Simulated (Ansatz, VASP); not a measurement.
This is a calculation of Al for VASP 6.6.1.

The input INCAR:

```
SYSTEM = Al
PREC = Accurate
ENCUT = 520
EDIFF = 1E-6
ISMEAR = -1
SIGMA = 0.05
LREAL = .FALSE.
LASPH = .TRUE.
NELM = 100
ALGO = Fast
ISIF = 2
LWAVE = .FALSE.
LCHARG = .FALSE.
GGA = PS
NBANDS = 10
```

The input KPOINTS:

```
Automatic mesh
0
G
  11 11 6
  0 0 0
```

File POSCAR:

```
Al
1.0
    2.8124553515      0.0000000000      0.0000000000
   -1.4062276757      2.4356577814      0.0000000000
    0.0000000000      0.0000000000      4.8668500000
Al
2
Direct
    0.3333333333      0.6666666667      0.2500000000
    0.6666666667      0.3333333333      0.7500000000
```

Potentials or basis: VASP PAW PBE potentials, release 64 (Al).

Run with:

```console
$ cat potpaw_PBE.64/Al/POTCAR > POTCAR
$ mpirun -np 1 vasp_std > vasp.out
```

Problem. Set up the same calculation for Ansatz 0.2.0. Potentials there: all-electron LAPW, scalar-relativistic.

Solution. As run (the cutoff follows the program's own potentials):

The input input.yaml:

```yaml
crystal:
  lattice:
    - [2.8124553515, 0.0, 0.0]
    - [-1.4062276757, 2.4356577814, 0.0]
    - [0.0, 0.0, 4.86685]
  atoms:
    - { symbol: Al, position: [0.3333333333, 0.6666666667, 0.25] }
    - { symbol: Al, position: [0.6666666667, 0.3333333333, 0.75] }
kpoints:
  mp_grid: { grid: [11, 11, 6] }
scf:
  occupations: { method: fermi_dirac, width: 0.05 }
hamiltonian:
  xc: pbesol
  pseudopotentials: { kind: all_electron, lapw: { basis_error: 0.001 } }
output:
  forces: true
  stress: true
  eigenvalues: true
  populations: true
```

Potentials or basis: all-electron LAPW, scalar-relativistic.

Launch:

```sh
$ ansatz run input.yaml --threads 1 --pin off --max-ram 3072MiB --backend cpu --events-out ev --progress --plain --runs-dir out
```

Both were run:

|  | VASP | Ansatz | Ansatz less VASP |
| --- | --- | --- | --- |
| gap on the k mesh at the Fermi level (eV) | none | none | - |
| pressure (GPa) | -1.3 | -1.3 | -0.04 |
| largest component of the traceless stress (GPa) | 3.07 | 3.05 | -0.026 |

A gap of «none» marks a metal or a gap that the smearing closes. Ansatz ran all-electron here, so the differences hold the error of VASP's frozen core and of both bases.

Caveats: the PAW data sets were made with another functional, which shifts forces and pressure a little (VASP).
